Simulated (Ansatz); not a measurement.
## Two-dimensional strain map in TaN

Method: DFT PBE, scalar-relativistic, plane waves, PAW (Ansatz). Cutoff 420 eV, Γ-centred 18×18×18 k-points, Gaussian smearing of 0.15 eV. Spin–orbit coupling is left out, which can shift energies with elements as heavy as these. No spin polarisation. Energies are free energies at this smearing, counted from the undisturbed cell; pressure is positive in compression.

The undisturbed cell (as given, not relaxed at this level; it stands at 14.6 GPa; this rock-salt form isn't the usual structure):

```
CELL_PARAMETERS angstrom
0.00000 2.17900 2.17900
2.17900 0.00000 2.17900
2.17900 2.17900 0.00000
ATOMIC_POSITIONS crystal
Ta 0.50000 0.50000 0.50000
N 0.00000 0.00000 0.00000
```

The cell is strained by p along both x and y and by q along z, fractional coordinates fixed. Points are written (p, q). At 15 GPa the given cell is far from its own equilibrium, so these figures belong to a strongly strained crystal.

Energy above the undisturbed cell in meV/atom (a dash: not computed):

| p \ q | -0.050 | -0.025 | 0.000 | 0.025 | 0.050 |
| --- | --- | --- | --- | --- | --- |
| -0.050 | 471.0 | 356.4 | 288.6 | 252.6 | 237.2 |
| -0.025 | 247.8 | 146.2 | 91.5 | 70.9 | 72.1 |
| 0.000 | 131.6 | 42.5 | 0.0 | -7.9 | 8.0 |
| 0.025 | 95.8 | 20.4 | -10.2 | -6.5 | 21.9 |
| 0.050 | 117.3 | 57.9 | 40.7 | 55.9 | 95.3 |

Pressure in GPa:

| p \ q | -0.050 | -0.025 | 0.000 | 0.025 | 0.050 |
| --- | --- | --- | --- | --- | --- |
| -0.050 | 98.2 | 81.2 | 67.7 | 56.9 | 48.4 |
| -0.025 | 65.0 | 49.6 | 37.3 | 27.8 | 20.3 |
| 0.000 | 39.7 | 25.7 | 14.6 | 5.9 | -0.7 |
| 0.025 | 20.8 | 7.7 | -2.4 | -10.3 | -16.3 |
| 0.050 | 6.8 | -5.4 | -14.8 | -22.1 | -27.6 |